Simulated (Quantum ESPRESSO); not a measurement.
# KI (P1) in Quantum ESPRESSO: convergence with wavefunction cutoff

Aim: find how far wavefunction cutoff must go before the results for KI settle, at PBE. This setting moves, with any that are tied to it; all else stays.

Everything below comes from runs of Quantum ESPRESSO 7.5. Logs are shortened: lines on timing, memory, paths and dates and some standing lists are left out, and cuts for length are marked.

## Step 1: The cell of the first run

The typed cell holds 2 atoms: a = 4.996 Å, b = 4.996 Å, c = 4.996 Å, α = 60.00°, β = 60.00°, γ = 60.00°.

The cell isn't the ideal one: atoms moved at random, drawn with an rms of 0.15 Å.

## Step 2: With wavefunction cutoff 27 Ry

File pw.in:

```
&CONTROL
  calculation = 'scf'
  prefix = 'pwscf'
  outdir = './tmp'
  pseudo_dir = './pseudo'
  tprnfor = .true.
  tstress = .true.
  disk_io = 'nowf'
/
&SYSTEM
  ibrav = 0
  nat = 2
  ntyp = 2
  ecutwfc = 27
  nbnd = 14
  occupations = 'smearing'
  smearing = 'gaussian'
  degauss = 0.00734986
/
&ELECTRONS
  conv_thr = 4d-10
  electron_maxstep = 120
  mixing_beta = 0.5
/
ATOMIC_SPECIES
I    126.9045 53_I_7_2.3_2.5_pbe_n_v1.0.upf
K     39.0983 19_K_9_2.2_2.7_pbe_n_v1.0.upf
CELL_PARAMETERS angstrom
   0.0000000000    3.5327750000    3.5327750000
   3.5327750000    0.0000000000    3.5327750000
   3.5327750000    3.5327750000    0.0000000000
ATOMIC_POSITIONS crystal
I      0.5135900000    0.4869880000    0.4815150000
K     -0.0121660000    0.0223200000   -0.0038040000
K_POINTS automatic
6 6 6 0 0 0
```

Potentials or basis: SPMS 1.0 PBE.

Launch:

```bash
OMP_NUM_THREADS=1 pw.x -in pw.in > pw.out
```

pw.out:

```text
This program is part of the open-source Quantum ESPRESSO suite
     for quantum simulation of materials; please cite
[... 6 lines left out ...]
     --------------------
     sticks:   dense  smooth     PW     G-vecs:    dense   smooth      PW
     Sum         661     661    199                11191    11191    1917

     Using Slab Decomposition

     bravais-lattice index     =            0
     lattice parameter (alat)  =       9.4413  a.u.
     unit-cell volume          =     595.0789 (a.u.)^3
     number of atoms/cell      =            2
     number of atomic types    =            2
     number of electrons       =        16.00
     number of Kohn-Sham states=           14
     kinetic-energy cutoff     =      27.0000  Ry
     charge density cutoff     =     108.0000  Ry
     scf convergence threshold =      4.0E-10
     mixing beta               =       0.5000
     number of iterations used =            8  plain     mixing
     Exchange-correlation= PBE
                           (   1   4   3   4   0   0   0)

     celldm(1)=   9.441258  celldm(2)=   0.000000  celldm(3)=   0.000000
     celldm(4)=   0.000000  celldm(5)=   0.000000  celldm(6)=   0.000000

[... 8 lines left out ...]
               b(3) = (  0.707107  0.707107 -0.707107 )

     PseudoPot. # 1 for I  read from file:
     53_I_7_2.3_2.5_pbe_n_v1.0.upf
     Pseudo is Norm-conserving + core correction, Zval =  7.0
     Generated using ONCVPSP code by D. R. Hamann
     Using radial grid of 1188 points,  6 beta functions with:
                l(1) =   0
                l(2) =   0
                l(3) =   1
                l(4) =   1
                l(5) =   2
                l(6) =   2

     PseudoPot. # 2 for K  read from file:
     19_K_9_2.2_2.7_pbe_n_v1.0.upf
     Pseudo is Norm-conserving + core correction, Zval =  9.0
     Generated using ONCVPSP code by D. R. Hamann
     Using radial grid of 2234 points,  6 beta functions with:
                l(1) =   0
                l(2) =   0
                l(3) =   1
                l(4) =   1
                l(5) =   2
                l(6) =   2

     atomic species   valence    mass     pseudopotential
     I                 7.00   126.90450     I ( 1.00)
     K                 9.00    39.09830     K ( 1.00)

     No symmetry found

   Cartesian axes

     site n.     atom                  positions (alat units)
         1        I      tau(   1) = (   0.6848350   0.7036455   0.7075155  )
         2        K      tau(   2) = (   0.0130928  -0.0112925   0.0071800  )

     number of k points=   112  Gaussian smearing, width (Ry)=  0.0073

     Number of k-points >= 100: set verbosity='high' to print them.

     Dense  grid:    11191 G-vectors     FFT dimensions: (  32,  32,  32)

     Check: negative core charge=   -0.000002

     Initial potential from superposition of free atoms

     starting charge      15.9807, renormalised to      16.0000
     Starting wfcs are    9 randomized atomic wfcs +    5 random wfcs

     Self-consistent Calculation

     iteration #  1     ecut=    27.00 Ry     beta= 0.50
     Davidson diagonalization with overlap
     ethr =  1.00E-02,  avg # of iterations =  6.8

     Threshold (ethr) on eigenvalues was too large:
     Diagonalizing with lowered threshold

     Davidson diagonalization with overlap
     ethr =  1.69E-04,  avg # of iterations =  7.4

     total energy              =     -85.84331815 Ry
     estimated scf accuracy    <       0.02625463 Ry

     iteration #  2     ecut=    27.00 Ry     beta= 0.50
     Davidson diagonalization with overlap
     ethr =  1.64E-04,  avg # of iterations =  2.1

     total energy              =     -85.84800058 Ry
     estimated scf accuracy    <       0.00153206 Ry

     iteration #  3     ecut=    27.00 Ry     beta= 0.50
     Davidson diagonalization with overlap
     c_bands:  1 eigenvalues not converged
     ethr =  9.58E-06,  avg # of iterations =  8.0

     total energy              =     -85.84837663 Ry
     estimated scf accuracy    <       0.00032563 Ry

     iteration #  4     ecut=    27.00 Ry     beta= 0.50
     Davidson diagonalization with overlap
     ethr =  2.04E-06,  avg # of iterations =  5.2

     total energy              =     -85.84842769 Ry
     estimated scf accuracy    <       0.00000722 Ry

     iteration #  5     ecut=    27.00 Ry     beta= 0.50
     Davidson diagonalization with overlap
     ethr =  4.51E-08,  avg # of iterations =  2.2

     total energy              =     -85.84843072 Ry
     estimated scf accuracy    <       0.00000046 Ry

     iteration #  6     ecut=    27.00 Ry     beta= 0.50
     Davidson diagonalization with overlap
     ethr =  2.85E-09,  avg # of iterations =  3.8

     total energy              =     -85.84843099 Ry
     estimated scf accuracy    <       0.00000009 Ry

     iteration #  7     ecut=    27.00 Ry     beta= 0.50
     Davidson diagonalization with overlap
     ethr =  5.44E-10,  avg # of iterations =  2.1

     total energy              =     -85.84843101 Ry
     estimated scf accuracy    <          9.7E-09 Ry

     iteration #  8     ecut=    27.00 Ry     beta= 0.50
     Davidson diagonalization with overlap
     ethr =  6.09E-11,  avg # of iterations =  2.7

     End of self-consistent calculation

     Number of k-points >= 100: set verbosity='high' to print the bands.

     the Fermi energy is     2.2712 ev

!    total energy              =     -85.84843101 Ry
     estimated scf accuracy    <          2.3E-10 Ry
     smearing contrib. (-TS)   =      -0.00000000 Ry
     internal energy E=F+TS    =     -85.84843101 Ry

     The total energy is F=E-TS. E is the sum of the following terms:
     one-electron contribution =     -29.38092705 Ry
     hartree contribution      =      19.00034714 Ry
     xc contribution           =     -20.59814163 Ry
     ewald contribution        =     -54.86970947 Ry

     convergence has been achieved in   8 iterations

     Forces acting on atoms (cartesian axes, Ry/au):

     atom    1 type  1   force =     0.00803109   -0.00157481    0.00135926
     atom    2 type  2   force =    -0.00803109    0.00157481   -0.00135926

     Total force =     0.011733     Total SCF correction =     0.000016

     Computing stress (Cartesian axis) and pressure

          total   stress  (Ry/bohr**3)                   (kbar)     P=        7.06
   0.00006873   0.00000176  -0.00000152           10.11        0.26       -0.22
   0.00000176   0.00003778   0.00000032            0.26        5.56        0.05
  -0.00000152   0.00000032   0.00003739           -0.22        0.05        5.50

=------------------------------------------------------------------------------=
   JOB DONE.
=------------------------------------------------------------------------------=
```

Wall time 14 s (1 thread of AMD EPYC 9R45 (Zen 5), shared host); peak memory 0.07 GiB.

What came out:

| Item | Value |
| --- | --- |
| Free energy | -1168.0274 eV |
| Pressure | 0.7 GPa |
| Largest force | 0.213 eV/Å |
| Band gap on the k mesh | 3.97 eV, direct |

## Step 3: With wavefunction cutoff 34 Ry

pw.in: that of step 2 with these lines changed.

```diff
@@ -13,3 +13,3 @@
   ntyp = 2
-  ecutwfc = 27
+  ecutwfc = 34
   nbnd = 14
```

Potentials or basis: SPMS 1.0 PBE.

Launch:

```bash
OMP_NUM_THREADS=1 pw.x -in pw.in > pw.out
```

It took 18 s on 1 thread of AMD EPYC 9R45 (Zen 5), shared host; peak memory 0.09 GiB.

Results:

| Item | Value |
| --- | --- |
| Free energy | -1168.0287 eV |
| Pressure | 0.7 GPa |
| Largest force | 0.213 eV/Å |
| Band gap on the k mesh | 3.97 eV, direct |

## Step 4: With wavefunction cutoff 40 Ry

pw.in: that of step 3 with these lines changed.

```diff
@@ -13,3 +13,3 @@
   ntyp = 2
-  ecutwfc = 34
+  ecutwfc = 40
   nbnd = 14
```

Launch:

```bash
OMP_NUM_THREADS=1 pw.x -in pw.in > pw.out
```

Run time: 24 s. Hardware: 1 thread of AMD EPYC 9R45 (Zen 5), shared host; peak memory 0.11 GiB.

Results:

```
Free energy            : -1168.0289 eV
Pressure               : 0.7 GPa
Largest force          : 0.213 eV/Å
Band gap on the k mesh : 3.97 eV, direct
```

## Step 5: With wavefunction cutoff 47 Ry

pw.in: that of step 4 with these lines changed.

```diff
@@ -13,3 +13,3 @@
   ntyp = 2
-  ecutwfc = 40
+  ecutwfc = 47
   nbnd = 14
```

Launch:

```bash
OMP_NUM_THREADS=1 pw.x -in pw.in > pw.out
```

Run time: 40 s. Hardware: 1 thread of AMD EPYC 9R45 (Zen 5), shared host; peak memory 0.13 GiB.

What came out:

```
Free energy            : -1168.0293 eV
Pressure               : 0.7 GPa
Largest force          : 0.213 eV/Å
Band gap on the k mesh : 3.97 eV, direct
```

## Step 6: With wavefunction cutoff 54 Ry

pw.in: that of step 5 with these lines changed.

```diff
@@ -13,3 +13,3 @@
   ntyp = 2
-  ecutwfc = 47
+  ecutwfc = 54
   nbnd = 14
```

Potentials or basis: SPMS 1.0 PBE.

Launch:

```bash
OMP_NUM_THREADS=1 pw.x -in pw.in > pw.out
```

It took 41 s on 1 thread of AMD EPYC 9R45 (Zen 5), shared host; peak memory 0.15 GiB.

It converged, with:

```
Free energy            : -1168.0295 eV
Pressure               : 0.7 GPa
Largest force          : 0.213 eV/Å
Band gap on the k mesh : 3.97 eV, direct
```

## Step 7: With wavefunction cutoff 60 Ry

pw.in: that of step 6 with these lines changed.

```diff
@@ -13,3 +13,3 @@
   ntyp = 2
-  ecutwfc = 54
+  ecutwfc = 60
   nbnd = 14
```

Launch:

```bash
OMP_NUM_THREADS=1 pw.x -in pw.in > pw.out
```

Wall time 50 s (1 thread of AMD EPYC 9R45 (Zen 5), shared host); peak memory 0.18 GiB.

Results (log left out):

| Item | Value |
| --- | --- |
| Free energy | -1168.0296 eV |
| Pressure | 0.7 GPa |
| Largest force | 0.213 eV/Å |
| Band gap on the k mesh | 3.97 eV, direct |

## Step 8: With wavefunction cutoff 67 Ry

pw.in: that of step 7 with these lines changed.

```diff
@@ -13,3 +13,3 @@
   ntyp = 2
-  ecutwfc = 60
+  ecutwfc = 67
   nbnd = 14
```

Launch:

```bash
OMP_NUM_THREADS=1 pw.x -in pw.in > pw.out
```

It took 52 s on 1 thread of AMD EPYC 9R45 (Zen 5), shared host; peak memory 0.2 GiB.

The run converged. Its results:

```
Free energy            : -1168.0299 eV
Pressure               : 0.7 GPa
Largest force          : 0.213 eV/Å
Band gap on the k mesh : 3.97 eV, direct
```

## Step 9: With wavefunction cutoff 80 Ry

pw.in: that of step 8 with these lines changed.

```diff
@@ -13,3 +13,3 @@
   ntyp = 2
-  ecutwfc = 67
+  ecutwfc = 80
   nbnd = 14
```

Potentials or basis: SPMS 1.0 PBE.

Launch:

```bash
OMP_NUM_THREADS=1 pw.x -in pw.in > pw.out
```

Run time: 70 s. Hardware: 1 thread of AMD EPYC 9R45 (Zen 5), shared host; peak memory 0.25 GiB.

Results (log left out):

```yaml
Free_energy: -1168.0300 eV
Pressure: 0.7 GPa
Largest_force: 0.213 eV/Å
Band_gap_on_the_k_mesh: 3.97 eV, direct
```

## Step 10: With wavefunction cutoff 100 Ry

pw.in: that of step 9 with these lines changed.

```diff
@@ -13,3 +13,3 @@
   ntyp = 2
-  ecutwfc = 80
+  ecutwfc = 100
   nbnd = 14
```

Launch:

```bash
OMP_NUM_THREADS=1 pw.x -in pw.in > pw.out
```

Wall time 2.6 min (1 thread of AMD EPYC 9R45 (Zen 5), shared host); peak memory 0.35 GiB.

It converged, with:

```
Free energy            : -1168.0303 eV
Pressure               : 0.7 GPa
Largest force          : 0.213 eV/Å
Band gap on the k mesh : 3.97 eV, direct
```

## Step 11: The series at a glance

```tsv
wavefunction cutoff	energy less the tightest run, at zero smearing (meV/atom)	SCF cycles	CPU time (s)	peak memory (GiB)
27 Ry	1.47	8	14	0.07
34 Ry	0.82	8	18	0.09
40 Ry	0.71	8	24	0.11
47 Ry	0.50	8	40	0.13
54 Ry	0.44	8	41	0.15
60 Ry	0.35	8	50	0.18
67 Ry	0.23	8	52	0.2
80 Ry	0.16	8	70	0.25
100 Ry	0.00	8	160	0.35
```

Against the tightest run, the energy stays within 1 meV/atom from 34 Ry on. The tightest run that finished is the yardstick and may itself not be fully converged.

Caveats: spin-orbit coupling is left out, which moves the levels of the heavy elements.
